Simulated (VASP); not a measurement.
Crystal: Sn.

```
CELL_PARAMETERS angstrom
-2.02919 2.02919 1.66076
2.02919 -2.02919 1.66076
2.02919 2.02919 -1.66076
ATOMIC_POSITIONS crystal
Sn 0.00000 0.00000 0.00000
```

This isn't the form of Sn at room conditions, which is tetragonal (white tin).

| Quantity | Value |
| --- | --- |
| Program | VASP 6.6.1 |
| Task | relaxation of cell and atoms |
| Functional | LDA |
| Potentials or basis | VASP PAW LDA potentials, release 64 (Sn_d) |
| Cutoff | 600 eV |
| k mesh | 8 × 8 × 8 |
| Occupations | fermi-dirac, width 0.05 eV |
| Spin | no spin polarisation |

At the start: pressure -3.2 GPa; volume 27.35 Å³/atom.

**Question.** Where does the relaxation end?

**Answer.** Over 7 steps the energy falls by 18.6 meV/atom and the volume is 25.69 Å³/atom (-6.1 %); space group I4/mmm (No. 139, to 0.05 Å).

The path:
```
step  energy change (eV)  largest force (eV/Å)  pressure (GPa)  volume (Å³)
   1              0.0000                0.0000           -3.19        27.35
   2             -0.0170                0.0000            0.95        25.25
   3             -0.0182                0.0000            0.04        25.65
   4             -0.0182                0.0000           -0.09        25.68
   5             -0.0185                0.0000           -0.01        25.68
   6             -0.0185                0.0000           -0.01        25.69
   7             -0.0186                0.0000           -0.01        25.69
```

Final structure:
```xyz
1
Lattice="-1.9968 1.9968 1.6107 1.9968 -1.9968 1.6107 1.9968 1.9968 -1.6107" Properties=species:S:1:pos:R:3 pbc="T T T"
Sn    0.0000    0.0000    0.0000
```
